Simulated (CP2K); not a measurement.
Runs of CP2K 2026.2 on Nb. It takes space group Im-3m (No. 229, cubic). Conventional cell: a = 3.328 Å, b = 3.328 Å, c = 3.328 Å, α = 90.00°, β = 90.00°, γ = 90.00°. Nb (site symmetry m-3m) is surrounded by 8 Nb at 2.88 Å. 

```tsv
level	cutoff of the non-local correlation (Ry)	gap on the mesh (eV)	pressure (GPa)
r2SCAN	-	none	-2.2
optB88-vdW	300	none	(a)
PBEsol	-	none	-6.4
LDA	-	none	-9.6
PBE	-	none	-1.0
HLE16	-	none	(b)
vdW-DF2	300	none	9.1
```

Alike in all rows: task band structure; potentials or basis POTENTIAL_UZH Nb GTH-PBE-q13; TZVP-MOLOPT-PBE-GTH basis; no spin polarisation; cell as given; k mesh 11 × 11 × 11; smearing fermi-dirac 0.05 eV.

Q: Estimate the missing entries.

A: (a) -1.7; (b) -38.1.

Caveats: the basis of atomic orbitals isn't converged, which shifts pressures, moduli and gaps; the potentials were made for another functional, which shifts forces and pressure (some runs); the potentials were made for a functional far from this one (some runs); the cell as given lies far from equilibrium (some runs).

A k mesh can miss the band edges, and the runs leave out spin-orbit coupling on Nb.

A gap of «none» marks a metal or a gap under the smearing width.
